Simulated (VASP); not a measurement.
## CrCuO2 under changes of volume

One of the cells (11.129 Å³/atom); the others are scaled copies at fixed shape and fractional positions:

```
Cu Cr O
1.0
     1.49655    0.86403    5.73775
    -1.49655    0.86403    5.73775
     0.00000   -1.72806    5.73775
Cu Cr O
1 1 2
Direct
  0.00000 0.00000 0.00000
  0.50000 0.50000 0.50000
  0.89208 0.89208 0.89208
  0.10792 0.10792 0.10792
```

| Item | Value |
| --- | --- |
| Program | VASP 6.6.1 |
| Functional | PBE |
| Potentials or basis | VASP PAW PBE potentials, release 64 (Cu, Cr_pv, O) |
| Cutoff | 520 eV |
| k mesh | 10 × 10 × 10 |
| Occupations | fermi-dirac, width 0.05 eV |
| Spin | collinear spin, ferromagnetic start |
| Starting moments | [0.6, 3.0, 0.0, 0.0] μB |

```csv
volume (Å³/atom),energy over the lowest point (meV/atom),pressure (GPa),gap on the mesh (eV),largest force (eV/Å)
10.256,?,?,?,?
10.474,29.47,13.5,0.97,0.083
10.692,13.96,8.9,1.05,0.017
11.129,0.00,1.2,1.08,0.102
11.347,0.41,-2.1,1.05,0.155
11.565,5.07,-5.1,1.02,0.204
```

**Question.** What does the run at 10.256 Å³/atom give?

**Answer.** Energy over the lowest point 51.55 meV/atom; pressure 18.6 GPa; gap on the mesh 0.89 eV; largest force 0.155 eV/Å.

Worked out: A Birch-Murnaghan fit of order 3 (a polynomial in V^(-2/3)) to the other rows has its minimum at 11.22 Å³/atom with B0 = V·E''(V) = 171 GPa and B' = 4.6 at fixed shape and positions, which overstates the stiffness. It gives 51.56 meV/atom at 10.256 Å³/atom, against the run's 51.55, and -dE/dV = 18.8 GPa, against 18.6. A parabola through the other rows of the gap, of slope 5.31 eV per unit of ln V there, extrapolates to 0.88 eV, against the run's 0.89.

Energies are extrapolated to zero smearing.

Caveats: only a ferromagnetic start was run, and an antiferromagnetic order may lie lower in energy.

A mesh can miss the band edges.
